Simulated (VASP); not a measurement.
Runs of VASP 6.6.1 on Sc. The structure is hexagonal, space group P6_3/mmc (No. 194). Conventional cell: a = 3.309 Å, b = 3.309 Å, c = 5.273 Å, α = 90.00°, β = 90.00°, γ = 120.00°. Sc (site symmetry -6m2) is surrounded by 12 Sc at 3.26 to 3.31 Å. 

```csv
task,level,potentials or basis,spin,U,cell,cutoff (eV),smearing,LDAUTYPE,hund's J,gap on the mesh (eV),pressure (GPa),largest force (eV/Å)
electrostatic potential,PBE+D4+U,"VASP PAW PBE potentials, release 64 (Sc_sv)","collinear, random start",Sc d U = 7 eV,as given,500,methfessel-paxton 0.2 eV,-,-,none,9.6,-
density of states,PBE+TS+U,"VASP PAW PBE potentials, release 64 (Sc_sv)",off,"Sc d U = 3.5 eV, J = 1.0 eV",cell strained at random at fixed volume,520,methfessel-paxton 0.1 eV,1,1,none,-3.7,0.03
optical spectrum,LDA+U,"VASP PAW LDA potentials, release 64 (Sc_sv)",off,"Sc d U = 4 eV, J = 0.5 eV","atoms moved at random, drawn with an rms of 0.15 Å",520,gaussian 0.01 eV,1,0.5,none,1.1,0.87
single point,RPBE,"VASP PAW PBE potentials, release 64 (Sc_sv_GW)",off,-,as given,550,gaussian 0.05 eV,-,-,none,(a),-
```

Alike in all rows: k mesh 9 × 9 × 5.

Estimate the missing entries.

(a) 0.6.

Caveats: the U is typed as a test and isn't derived for this compound (some runs); pairwise dispersion overbinds metals, which lowers pressure and volume (some runs); U without spin polarisation on a metal has little footing (some runs); atom-pairwise D2, TS and ULG terms overbind metals (some runs); spectra need much finer meshes, so this one isn't converged (some runs); independent-particle spectra lack excitons (some runs); the intraband (Drude) part of a metal's response may be missing (some runs).

A gap of «none» marks a metal or a gap under the smearing width.
